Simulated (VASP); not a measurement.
Write the native input for VASP 6.6.1 that does the following.

```
Task                   : relaxation of cell and atoms
Functional             : PBE
Potentials or basis    : VASP PAW PBE potentials, release 64 (W_sv)
Cutoff                 : 520 eV
k mesh                 : 18 × 18 × 18
Occupations            : gaussian, width 1 eV
Spin                   : no spin polarisation
Further INCAR settings : ALGO = Normal; EDIFF = 1e-07; IBRION = 2; EDIFFG = -0.002; NSW = 80; ISIF = 3
```

The structure of W lies in POSCAR:

```
W
1.0
   -1.5823450000      1.5823450000      1.5823450000
    1.5823450000     -1.5823450000      1.5823450000
    1.5823450000      1.5823450000     -1.5823450000
W
1
Direct
    0.0000000000      0.0000000000      0.0000000000
```

One way to write it, as run:

INCAR

```
PREC = Accurate
ENCUT = 520
EDIFF = 1E-7
ISMEAR = 0
SIGMA = 1.0
LREAL = F
LASPH = T
NELM = 60
ALGO = Normal
ISIF = 3
LWAVE = F
LCHARG = F
GGA = PE
IBRION = 2
NSW = 80
EDIFFG = -0.002
```

KPOINTS

```
Automatic mesh
0
Gamma
  18 18 18
```

Potentials or basis: VASP PAW PBE potentials, release 64 (W_sv).

Run with:

```sh
$ cat potpaw_PBE.64/W_sv/POTCAR > POTCAR
$ mpirun -np 1 vasp_std > vasp.out
```

Results of the run:

* Relaxed volume: 16.21 Å³/atom
* Relaxed cell: a = 2.762 Å, b = 2.762 Å, c = 2.762 Å, α = 109.47°, β = 109.47°, γ = 109.47°
* Space group after relaxing (to 0.05 Å): Im-3m (No. 229)
* Energy gained by relaxing: 7.9 meV/atom
* Ionic steps: 4
* Pressure after relaxing: 0.0 GPa
* Band gap on the k mesh: none (metal or under the smearing width)

It took 63 s on 1 thread of Intel(R) Xeon(R) Platinum 8488C (Sapphire Rapids), on a shared host, peak memory 0.15 GiB.
